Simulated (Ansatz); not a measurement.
**P (Pmna), random displacements**

Theory: Ansatz 0.2.0, DFT PBEsol, scalar-relativistic, plane waves, PAW. Settings: plane waves to 420 eV, k-mesh 8×1×6 (Γ-centred), Gaussian smearing 0.05 eV. No spin polarisation. Energies are free energies at this smearing, counted from the undisturbed cell; pressure is positive in compression.

The undisturbed cell (as given, not relaxed at this level; this form isn't the usual structure):

```xyz
4
Lattice="3.2837 0.0000 0.0000 0.0000 34.8570 0.0000 0.0000 0.0000 4.6321" Properties=species:S:1:pos:R:3 pbc="T T T"
P     0.0000   33.8204    2.7429
P     0.0000    1.0366    1.8892
P     1.6419    1.0366    0.4268
P     1.6419   33.8204    4.2052
```

The cell holds layers and no dispersion correction was added, so their binding is poorly described.

The atoms are displaced (Å, in the unstrained cell):

```csv
atom,ux,uy,uz
P1,0.165,-0.101,0.508
P2,-0.017,0.324,0.311
P3,-0.081,-0.115,-0.212
P4,-0.067,-0.107,-0.606
```

Strain (Voigt, engineering shear): (-0.0108, 0.0310, -0.0335, 0.0252, 0.0275, -0.0275).

Task: What are the energy change, the stress and the forces?

Result: ΔE = 3614.0 meV/atom; stress (xx, yy, zz, yz, xz, xy; compression positive) (23.63, -0.59, -0.53, -0.36, 4.74, -0.19) GPa.
```tsv
atom	Fx (eV/Å)	Fy	Fz
P1	-40.89	0.82	-15.00
P2	-0.29	-1.21	-2.09
P3	0.60	0.56	2.14
P4	40.58	-0.17	14.96
```

Cost: 1 run of about 0.4 core-minutes, on Arm Neoverse V1 (shared hosts).